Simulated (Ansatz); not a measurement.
# Al(100) / 1 layer V(100) / Al(100): resistance against film thickness, part 2 of 2

How does the resistance across the layers grow with the film in Al(100) / 1 layer V(100) / Al(100)?

Ansatz 0.2.0; Ansatz plane-wave DFT, LDA, PAW files; ballistic transport by layer matching (Landauer), zero bias.

So far. Step 2 (With 1 layer): The lead's potential steps by 13 meV from period to period, small in itself. The program estimates the junction's conductance to 9.5 % from the k-mesh, 0.2 % from the leads' distance from neutral and 4.6 % from their steps. Step 3 (With 3 layers, k-mesh 13×13×2, film layers 3): The conductance of the junction is 5.9e14 S/m², 3.0 % under the 6.1e14 S/m² of the last finished run, within the error estimates, leads' steps apart, of 9.5 and 8.5 %.

## Step 4: With 5 layers, k-mesh 13×13×1, film layers 5

The stack now holds 5 film layers; the k-mesh follows the cell, and the energies span -0.27 to 0.27 eV.

System of this step: Al(100) / 5 layers V(100) / Al(100). The cell holds 13 atoms: 8 Al and 5 V. Cell: a = 2.862 Å, b = 2.862 Å, c = 24.730 Å, α = 86.7°, β = 86.7°, γ = 90.0°. It derives from Al and V. Regions: lead, 8 atoms (8 Al); films, 5 atoms (5 V). The structure is stacked along c, and the current runs across the ab planes.

input.yaml

```yaml
crystal:
  lattice:
    - [2.862347037, 0.0, 0.0]
    - [0.0, 2.862347037, 0.0]
    - [1.4311735185, 1.4311735185, 24.6466579273]
  atoms:
    - { symbol: Al, position: [0.9794699853, 0.9794699853, 0.0410600294] }
    - { symbol: Al, position: [0.4384099558, 0.4384099558, 0.1231800883] }
    - { symbol: Al, position: [0.8973499264, 0.8973499264, 0.2053001472] }
    - { symbol: Al, position: [0.356289897, 0.356289897, 0.2874202061] }
    - { symbol: V, position: [0.8186079058, 0.8186079058, 0.3627841884] }
    - { symbol: V, position: [0.2843039529, 0.2843039529, 0.4313920942] }
    - { symbol: V, position: [0.75, 0.75, 0.5] }
    - { symbol: V, position: [0.2156960471, 0.2156960471, 0.5686079058] }
    - { symbol: V, position: [0.6813920942, 0.6813920942, 0.6372158116] }
    - { symbol: Al, position: [0.143710103, 0.143710103, 0.7125797939] }
    - { symbol: Al, position: [0.6026500736, 0.6026500736, 0.7946998528] }
    - { symbol: Al, position: [0.0615900442, 0.0615900442, 0.8768199117] }
    - { symbol: Al, position: [0.5205300147, 0.5205300147, 0.9589399706] }
kpoints:
  mp_grid: { grid: [13, 13, 1] }
hamiltonian:
  xc: lda
scf:
  occupations: { method: fermi_dirac, width: 0.1 }
output:
  transmission:
    leads: [[0, 1]]
    kmesh: [26, 26]
    e_range: [-0.27, 0.27]
    de: 0.036
  write_potential: true
  write_density: true
  volumetric_format: npy
```

Started as:

```bash
> ansatz run input.yaml --threads 4 --pin off --max-ram 8192MiB --backend cpu --events-out ev --progress --plain --runs-dir out
```

Numbers of over 12 decimals in the logs are rounded to 6 here.

The program printed:

```text
[...]
Crystal: 13 atoms, lattice volume = 201.931 Å³
Basis set: ecut = 420 eV, 3943 PW (Γ)
Bands: 58, of which v1, the nominal top of the filled ones, is band 45 counted from 1 (44 counted from 0)
Symmetry: 4 space group operations
k-points: 49 of 169
[...]
--- Transmission ---
  basis      : 69 plane waves across, 31 finite elements along
  points     : 183, standing for a mesh of 26 x 26
[...]
filled         : 33.3 meV under the level at which it is neutral
    channels       : 1.628698e0 a spin
[...]
slowest decay  : 0.0224 /Å at (0.5000, 0.4615)
  junction   : crystal 0 to crystal 0, 0.70 to 23.32 Å
    transmission   : 5.181398e-1 a spin
[...]
resistance     : 1.3558e-3 Ω µm² beyond half of each lead's own
[key lines of the parts left out:]
SCF converged after 8 iterations
Free energy (F): -18404.621549 eV
Fermi energy:    10.452483 eV
```

Run time: 1.9 min. Hardware: 4 threads of Arm Neoverse V1, shared host; peak memory 0.81 GiB.

This step gave:

```yaml
free_energy: -18404.6215 eV
energy_at_zero_smearing: -18404.4222 eV
fermi_energy: 10.45 eV
step_of_the_lead_s_potential: 12 meV
conductance_of_the_junction: 4.99e14 S/m²
junction_conductance_per_cell: 0.5275 G₀
estimated_errors_of_the_junction_s_conductance: 0, 0, 11.5, 13.6, 1.9 % (energy step, band edges, k-mesh, leads' steps, distance from neutral)
area_resistance_that_the_stack_adds_contact_term_taken_off_spin_by_spin: 1.356 fΩ m²
```

Per spin. The transmission, zone mean by energy, zero at the Fermi level:

```tsv
energy (eV)	transmission, zone mean
-0.270	0.589
-0.234	0.607
-0.198	0.623
-0.162	0.588
-0.126	0.570
-0.090	0.555
-0.054	0.551
-0.018	0.535
0.018	0.518
0.054	0.527
0.090	0.499
0.126	0.469
0.162	0.484
0.198	0.405
0.234	0.415
0.270	0.393
```

The conductance of the junction is 5.0e14 S/m², 16 % under the 5.9e14 S/m² of the last finished run, no more than the error estimates, leads' steps apart, of 8.5 and 12 % together.

## Step 5: With 7 layers, k-mesh 13×13×1, film layers 7

The stack now holds 7 film layers; the k-mesh follows the cell, and the energies span -0.27 to 0.27 eV.

System of this step: Al(100) / 7 layers V(100) / Al(100). The cell holds 15 atoms: 8 Al and 7 V. Its edges and angles: a = 2.862 Å, b = 2.862 Å, c = 28.102 Å, α = 87.1°, β = 87.1°, γ = 90.0°. It derives from Al and V. Regions: lead, 8 atoms (8 Al); films, 7 atoms (7 V). The structure is stacked along c, and the current runs across the ab planes.

input.yaml

```yaml
crystal:
  lattice:
    - [2.862347037, 0.0, 0.0]
    - [0.0, 2.862347037, 0.0]
    - [1.4311735185, 1.4311735185, 28.0285690982]
  atoms:
    - { symbol: Al, position: [0.9819471252, 0.9819471252, 0.0361057497] }
    - { symbol: Al, position: [0.4458413755, 0.4458413755, 0.1083172491] }
    - { symbol: Al, position: [0.9097356258, 0.9097356258, 0.1805287484] }
    - { symbol: Al, position: [0.3736298761, 0.3736298761, 0.2527402478] }
    - { symbol: V, position: [0.8404945725, 0.8404945725, 0.319010855] }
    - { symbol: V, position: [0.310329715, 0.310329715, 0.37934057] }
    - { symbol: V, position: [0.7801648575, 0.7801648575, 0.439670285] }
    - { symbol: V, position: [0.25, 0.25, 0.5] }
    - { symbol: V, position: [0.7198351425, 0.7198351425, 0.560329715] }
    - { symbol: V, position: [0.189670285, 0.189670285, 0.62065943] }
    - { symbol: V, position: [0.6595054275, 0.6595054275, 0.680989145] }
    - { symbol: Al, position: [0.1263701239, 0.1263701239, 0.7472597522] }
    - { symbol: Al, position: [0.5902643742, 0.5902643742, 0.8194712516] }
    - { symbol: Al, position: [0.0541586245, 0.0541586245, 0.8916827509] }
    - { symbol: Al, position: [0.5180528748, 0.5180528748, 0.9638942503] }
kpoints:
  mp_grid: { grid: [13, 13, 1] }
hamiltonian:
  xc: lda
scf:
  occupations: { method: fermi_dirac, width: 0.1 }
output:
  transmission:
    leads: [[0, 1]]
    kmesh: [26, 26]
    e_range: [-0.27, 0.27]
    de: 0.036
  write_potential: true
  write_density: true
  volumetric_format: npy
```

The program printed:

```text
[...]
Crystal: 15 atoms, lattice volume = 229.639 Å³
Basis set: ecut = 420 eV, 4489 PW (Γ)
Bands: 73, of which v1, the nominal top of the filled ones, is band 58 counted from 1 (57 counted from 0)
Symmetry: 4 space group operations
k-points: 49 of 169
[...]
--- Transmission ---
  basis      : 69 plane waves across, 35 finite elements along
  points     : 183, standing for a mesh of 26 x 26
[...]
filled         : 35.4 meV under the level at which it is neutral
    channels       : 1.628698e0 a spin
[...]
slowest decay  : 0.0226 /Å at (0.5000, 0.4615)
  junction   : crystal 0 to crystal 0, 0.70 to 26.70 Å
    transmission   : 4.225373e-1 a spin
[...]
resistance     : 1.7647e-3 Ω µm² beyond half of each lead's own
[key lines of the parts left out:]
SCF converged after 9 iterations
Free energy (F): -24125.258185 eV
Fermi energy:    11.095734 eV
```

The job ended after 2.4 min (4 threads; peak memory 1 GiB).

This step gave:

| Item | Value |
| --- | --- |
| free energy | -24125.2582 eV |
| energy at zero smearing | -24125.0028 eV |
| Fermi energy | 11.10 eV |
| step of the lead's potential | 11.2 meV |
| conductance of the junction | 4.14e14 S/m² |
| junction conductance per cell | 0.4382 G₀ |
| estimated errors of the junction's conductance | 0.5, 0, 11.5, 13.5, 0.1 % (energy step, band edges, k-mesh, leads' steps, distance from neutral) |
| area resistance that the stack adds (contact term taken off, spin by spin) | 1.765 fΩ m² |

Per spin. The transmission, zone mean by energy, zero at the Fermi level:

```tsv
energy (eV)	transmission, zone mean
-0.270	0.551
-0.234	0.562
-0.198	0.538
-0.162	0.532
-0.126	0.491
-0.090	0.448
-0.054	0.438
-0.018	0.448
0.018	0.423
0.054	0.451
0.090	0.444
0.126	0.417
0.162	0.416
0.198	0.421
0.234	0.428
0.270	0.411
```

The conductance of the junction is 4.1e14 S/m², 17 % under the 5.0e14 S/m² of the last finished run, no more than the error estimates, leads' steps apart, of 12 and 12 % together.

## Step 6: With 9 layers, k-mesh 13×13×1, film layers 9

The stack now holds 9 film layers; the k-mesh follows the cell, and the energies span -0.27 to 0.27 eV.

System of this step: Al(100) / 9 layers V(100) / Al(100). The cell holds 17 atoms: 8 Al and 9 V. Cell: a = 2.862 Å, b = 2.862 Å, c = 31.476 Å, α = 87.4°, β = 87.4°, γ = 90.0°. It derives from Al and V. Regions: lead, 8 atoms (8 Al); films, 9 atoms (9 V). The structure is stacked along c, and the current runs across the ab planes.

input.yaml

```yaml
crystal:
  lattice:
    - [2.862347037, 0.0, 0.0]
    - [0.0, 2.862347037, 0.0]
    - [1.4311735185, 1.4311735185, 31.4104802691]
  atoms:
    - { symbol: Al, position: [0.9838908464, 0.9838908464, 0.0322183071] }
    - { symbol: Al, position: [0.4516725393, 0.4516725393, 0.0966549214] }
    - { symbol: Al, position: [0.9194542322, 0.9194542322, 0.1610915356] }
    - { symbol: Al, position: [0.3872359251, 0.3872359251, 0.2255281498] }
    - { symbol: V, position: [0.8576682414, 0.8576682414, 0.2846635173] }
    - { symbol: V, position: [0.330751181, 0.330751181, 0.338497638] }
    - { symbol: V, position: [0.8038341207, 0.8038341207, 0.3923317586] }
    - { symbol: V, position: [0.2769170603, 0.2769170603, 0.4461658793] }
    - { symbol: V, position: [0.75, 0.75, 0.5] }
    - { symbol: V, position: [0.2230829397, 0.2230829397, 0.5538341207] }
    - { symbol: V, position: [0.6961658793, 0.6961658793, 0.6076682414] }
    - { symbol: V, position: [0.169248819, 0.169248819, 0.661502362] }
    - { symbol: V, position: [0.6423317586, 0.6423317586, 0.7153364827] }
    - { symbol: Al, position: [0.1127640749, 0.1127640749, 0.7744718502] }
    - { symbol: Al, position: [0.5805457678, 0.5805457678, 0.8389084644] }
    - { symbol: Al, position: [0.0483274607, 0.0483274607, 0.9033450786] }
    - { symbol: Al, position: [0.5161091536, 0.5161091536, 0.9677816929] }
kpoints:
  mp_grid: { grid: [13, 13, 1] }
hamiltonian:
  xc: lda
scf:
  occupations: { method: fermi_dirac, width: 0.1 }
output:
  transmission:
    leads: [[0, 1]]
    kmesh: [26, 26]
    e_range: [-0.27, 0.27]
    de: 0.036
  write_potential: true
  write_density: true
  volumetric_format: npy
```

The program printed:

```text
[...]
Crystal: 17 atoms, lattice volume = 257.347 Å³
Basis set: ecut = 420 eV, 5029 PW (Γ)
Bands: 88, of which v1, the nominal top of the filled ones, is band 71 counted from 1 (70 counted from 0)
Symmetry: 4 space group operations
k-points: 49 of 169
[...]
--- Transmission ---
  basis      : 69 plane waves across, 40 finite elements along
  points     : 183, standing for a mesh of 26 x 26
[...]
filled         : 34.3 meV under the level at which it is neutral
    channels       : 1.628698e0 a spin
[...]
slowest decay  : 0.0226 /Å at (0.5000, 0.4615)
  junction   : crystal 0 to crystal 0, 0.70 to 30.08 Å
    transmission   : 4.310469e-1 a spin
[...]
resistance     : 1.6404e-3 Ω µm² beyond half of each lead's own
[key lines of the parts left out:]
SCF converged after 9 iterations
Free energy (F): -29845.888655 eV
Fermi energy:    11.601413 eV
```

Elapsed: 3.2 min, on 4 threads; peak memory 1.2 GiB.

Numbers from this step:

```yaml
free_energy: -29845.8887 eV
energy_at_zero_smearing: -29845.5737 eV
fermi_energy: 11.60 eV
step_of_the_lead_s_potential: 11.4 meV
conductance_of_the_junction: 4.37e14 S/m²
junction_conductance_per_cell: 0.4619 G₀
estimated_errors_of_the_junction_s_conductance: 0.1, 0, 13.7, 18.3, 4 % (energy step, band edges, k-mesh, leads' steps, distance from neutral)
area_resistance_that_the_stack_adds_contact_term_taken_off_spin_by_spin: 1.640 fΩ m²
```

Per spin. The transmission, zone mean by energy, zero at the Fermi level:

```tsv
energy (eV)	transmission, zone mean
-0.270	0.561
-0.234	0.572
-0.198	0.556
-0.162	0.533
-0.126	0.525
-0.090	0.482
-0.054	0.504
-0.018	0.474
0.018	0.431
0.054	0.438
0.090	0.397
0.126	0.423
0.162	0.411
0.198	0.409
0.234	0.376
0.270	0.386
```

The conductance of the junction is 4.4e14 S/m², 5.4 % over the 4.1e14 S/m² of the last finished run, within the error estimates, leads' steps apart, of 12 and 14 %. The estimate from the leads' steps, 18 %, is larger still.

## Step 7: The ladder

Times are for 4 threads of Arm Neoverse V1, shared host. Results by setting:

```tsv
no.	film layers	area resistance that the stack adds (contact term taken off, spin by spin) (fΩ m²)	conductance of the junction (S/m²)	time	memory (GiB)
1	1	0.9847	6.12e14	2.4 min	0.71
2	3	1.034	5.94e14	96 s	0.82
3	5	1.356	4.99e14	1.9 min	0.81
4	7	1.765	4.14e14	2.4 min	1.0
5	9	1.640	4.37e14	3.2 min	1.2
```

## Step 8: With 3 layers

A repeat with a deliberate mistake in the input, to see how the program answers it.

This step: Ansatz plane-wave DFT, LDA, PAW files; ballistic transport by layer matching (Landauer), zero bias; changed: output.transmission.e_range = [-0.02, 0.02], output.transmission.de = 0.01, scf.max_iter = 100 (Ansatz 0.2.0).

System of this step: Al(100) / 3 layers V(100) / Al(100). The cell holds 11 atoms: 8 Al and 3 V. Cell: a = 2.862 Å, b = 2.862 Å, c = 21.361 Å, α = 86.2°, β = 86.2°, γ = 90.0°. It derives from Al and V. Regions: lead, 8 atoms (8 Al); films, 3 atoms (3 V). The structure is stacked along c, and the current runs across the ab planes.

input.yaml

```yaml
crystal:
  lattice:
    - [2.862347037, 0.0, 0.0]
    - [0.0, 2.862347037, 0.0]
    - [1.4311735185, 1.4311735185, 21.2647467564]
  atoms:
    - { symbol: Al, position: [0.9762049247, 0.9762049247, 0.0475901506] }
    - { symbol: Al, position: [0.4286147741, 0.4286147741, 0.1427704517] }
    - { symbol: Al, position: [0.8810246236, 0.8810246236, 0.2379507529] }
    - { symbol: Al, position: [0.333434473, 0.333434473, 0.333131054] }
    - { symbol: V, position: [0.7897595985, 0.7897595985, 0.420480803] }
    - { symbol: V, position: [0.25, 0.25, 0.5] }
    - { symbol: V, position: [0.7102404015, 0.7102404015, 0.579519197] }
    - { symbol: Al, position: [0.166565527, 0.166565527, 0.666868946] }
    - { symbol: Al, position: [0.6189753764, 0.6189753764, 0.7620492471] }
    - { symbol: Al, position: [0.0713852259, 0.0713852259, 0.8572295483] }
    - { symbol: Al, position: [0.5237950753, 0.5237950753, 0.9524098494] }
kpoints:
  mp_grid: { grid: [13, 13, 2] }
hamiltonian:
  xc: lda
scf:
  occupations: { method: fermi_dirac, width: 0.1 }
  max_iter: 100
output:
  transmission:
    leads: [[0, 1]]
    kmesh: [26, 26]
    e_range: [-0.02, 0.02]
    de: 0.01
  write_potential: true
  write_density: true
  volumetric_format: npy
```

The program printed:

```text
[...]
Crystal: 11 atoms, lattice volume = 174.223 Å³
Basis set: ecut = 420 eV, 3395 PW (Γ)
Bands: 43, of which v1, the nominal top of the filled ones, is band 32 counted from 1 (31 counted from 0)
Symmetry: 4 space group operations
k-points: 98 of 338
[...]
SCF iter   1: F=—  HF=-12684.167478 eV  |F-HF|=—  |Δ(HF+E_count)|=         —  Δρ=2.18e-2  dr2=2.10e1  ethr=1.77e-3  ⟨swp⟩=6.5  Hψ=17359  notcnv=0
[...]
SCF iter   7: F=-12683.948288 eV  HF=-12683.948288 eV  |F-HF|=5.85e-8  |Δ(HF+E_count)|=   1.67e-7  Δρ=4.04e-6  dr2=6.74e-8  ethr=1.59e-10  ⟨swp⟩=7.2  Hψ=13351  notcnv=0
SCF 1 converged in 7 iterations: F = -12683.948288 eV  dr2 = 6.74e-8
[...]
transmission: 500 of 4941 steps passed
transmission: 994 of 4941 steps passed
[...]
transmission: 4941 of 4941 steps passed
SCF converged after 7 iterations
Free energy (F): -12683.948288 eV
[...]
Internal energy: -12683.631862 eV  (E = F + TS)
E sigma→0 (E₀):  -12683.790075 eV
Entropy (-TS):   -0.316426 eV (-28.766 meV/atom)
Fermi energy:    9.604423 eV
[...]
--- Band table (eV; the first three rows and the last of 98) ---
  k-point 0: bands = [... 28 lower, 10.0224, 10.1468, 10.5712, 10.5714, 10.8829, 11.5696, 11.7043, 12.0150, ... 7 higher]
  k-point 1: bands = [... 28 lower, 10.0224, 10.1062, 10.5711, 10.5714, 10.8829, 11.5696, 11.7071, 11.7627, ... 7 higher]
  k-point 2: bands = [... 28 lower, 9.9171, 10.2330, 10.4066, 10.6214, 10.9897, 11.3627, 11.5208, 11.7048, ... 7 higher]
  k-point 97: bands = [... 28 lower, 8.5885, 8.5966, 8.9890, 9.1039, 9.3710, 9.5632, 9.8523, 9.8956, ... 7 higher]
--- Transmission ---
  basis      : 69 plane waves across, 27 finite elements along
  points     : 183, standing for a mesh of 26 x 26
[...]
channels       : 1.640533e0 a spin
    conductance    : none, the energies end too early or step too widely for 300 K: set another output.transmission.e_range or a lower de, or, where they end at an eighth of basis.ecutwfc, a higher one
    slowest decay  : 0.0229 /Å at (0.5000, 0.4615)
  junction   : crystal 0 to crystal 0, 0.70 to 19.94 Å
    transmission   : 6.369854e-1 a spin
[...]
```

Run time: 43 s. Hardware: 4 threads; peak memory 0.82 GiB; 2.7 min of CPU time.

Residual by cycle:

cycle, log10 residual and a bar from the least value:
```
        1        1.3 ##############################
        2        0.8 ############################
        3       -1.8 ###################
        4       -3.0 ###############
        5       -4.2 ##########
        6       -5.8 #####
        7       -7.2
```

The run finished. A setting was moved off its sound value on purpose, so it serves as a test and not as the result.

The fault put into the input: a range too narrow for a conductance (output.transmission.e_range = [-0.02, 0.02] and output.transmission.de = 0.01).

## Step 9: Summary of results

```yaml
area_resistance_1_layer: 0.985 fΩ m²
area_resistance_3_layers: 1.03 fΩ m²
area_resistance_5_layers: 1.36 fΩ m²
area_resistance_7_layers: 1.76 fΩ m²
area_resistance_9_layers: 1.64 fΩ m²
```

What this shows: The stack adds 0.98 fΩ m² with 1 layer and 1.6 fΩ m² with 9. From 3 to 9 layers it grows by 59 %, though no single step exceeds the two runs' error estimates together; nothing scatters inside a perfect film, so this is no ohmic growth. Atoms sit on ideal sites and aren't relaxed. The program's error estimates for the conductances, leads' steps apart, run from 8.5 to 14 %. V(100) is compressed by 5.4 % in plane to fit Al(100).

[Logs are printed without paths, hosts, clocks, repeated set-up lines and the standing remarks that a program may print on its own settings, such as how far it seeks lower states.]

[Hosts, paths, dates, database ids (printed as entryN), source tags and the programs' standing remarks are cut or masked in the printed files.]
